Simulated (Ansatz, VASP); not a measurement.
**One calculation of HBr, two programs**

```
H Br
1.0
     0.00000    3.85072    3.85096
     1.67115    0.00000    3.85096
     1.67115    3.85072    0.00000
H Br
1 1
Cartesian
  0.0000 0.0000 0.0000
  1.6712 3.8507 3.8510
```

Alike in both runs: functional PBEsol; k mesh 10 × 10 × 10; occupations gaussian, width 0.02 eV; no spin polarisation.

Ansatz relaxed the structure, and its values are those at the end. VASP's run is a single point on that final structure, the one shown.

```csv
,VASP,Ansatz
version,VASP 6.6.1,Ansatz 0.2.0
potentials or method,"VASP PAW PBE potentials, release 64 (H, Br)","scalar-relativistic, plane waves, PAW"
plane-wave cutoff (eV),520,420
valence electrons in the cell,8,8
```

|  | VASP | Ansatz | Ansatz less VASP |
| --- | --- | --- | --- |
| gap on the k mesh at the Fermi level (eV) | 1.44 | 1.44 | +0.002 |
| least direct gap on the mesh (eV) | 1.74 | 1.74 | +0.002 |
| pressure (GPa) | 0.0 | 0.0 | +0.01 |

Caveats: the PAW data sets were made with another functional, which shifts forces and pressure a little (VASP). PBEsol gaps usually lie below the measured ones, often by a third to a half. A k mesh can miss the band edges.
